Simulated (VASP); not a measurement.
# TiSi₂: restarted molecular dynamics, 2 variants

TiSi₂, Cmcm (no. 63), 12 atoms in the cell. PBE, molecular dynamics; PAW potentials Ti, Si (PBE set).

| Restart from | Temperature at the end (K) | The same without a restart (K) | Potential energy at the end (eV/atom) | The same without a restart (eV/atom) | Electronic steps in the first step after the restart | Time (s) |
|---|---|---|---|---|---|---|
| CONTCAR with velocities, WAVECAR read | 569.0 | 569.0 | -6.60444 | -6.60443 | 7 | 303 |
| CONTCAR with velocities, no WAVECAR | 569.0 | 569.0 | -6.60444 | -6.60443 | 23 | 288 |

Limits: 120 fs of 12 atoms are too short for converged averages; the cell is only 3.5 Å across, so each atom moves in step with near copies of itself.

## Input of the first row

INCAR.step1:
```
ALGO = Fast
ANDERSEN_PROB = 0.0
EDIFF = 1E-6
ENCUT = 250
GGA = PE
IBRION = 0
ISIF = 2
ISMEAR = -1
ISYM = 0
KPAR = 2
LASPH = T
LCHARG = F
LREAL = Auto
LWAVE = T
MDALGO = 1
NELM = 60
NELMIN = 4
NSW = 30
POTIM = 2.0
PREC = Normal
RANDOM_SEED = 577997 0 0
SIGMA = 0.069
TEBEG = 1600
```

INCAR.step2, as INCAR.step1 but for:
```
- LWAVE = T
+ LWAVE = F
```

KPOINTS:
```
k-points
0
Gamma
  3 1 3
```

POSCAR.step1:
```
TiSi2
1.0
    3.5302100500      0.0000000000      0.0000000000
    0.0000000000     13.5185630700      0.0000000000
    0.0000000000      0.0000000000      3.5651739700
Ti Si
4 8
Direct
    0.0000000000      0.8968819200      0.2500000000
    0.5000000000      0.6031180800      0.7500000000
    0.5000000000      0.3968819200      0.2500000000
    0.0000000000      0.1031180800      0.7500000000
    0.5000000000      0.7496851800      0.2500000000
    0.0000000000      0.7503148200      0.7500000000
    0.0000000000      0.5582514500      0.2500000000
    0.5000000000      0.9417485500      0.7500000000
    0.0000000000      0.2496851800      0.2500000000
    0.5000000000      0.2503148200      0.7500000000
    0.5000000000      0.0582514500      0.2500000000
    0.0000000000      0.4417485500      0.7500000000
```

Commands (each step's output is kept before the next begins):
```
cat potpaw_PBE.64/Ti/POTCAR potpaw_PBE.64/Si/POTCAR > POTCAR
cp INCAR.step1 INCAR
cp POSCAR.step1 POSCAR
mpirun -np 2 vasp_std > vasp.out
cp CONTCAR POSCAR
cp INCAR.step2 INCAR
mpirun -np 2 vasp_std > vasp.out
```

Changes of the last row against the first:
```
(step 1)
- LWAVE = True
+ LWAVE = False
```

VASP 6.6.1 took 303 s on 2 cores (Intel Xeon Platinum 8259CL @ 2.50GHz (Skylake/Cascade Lake)), a shared host.
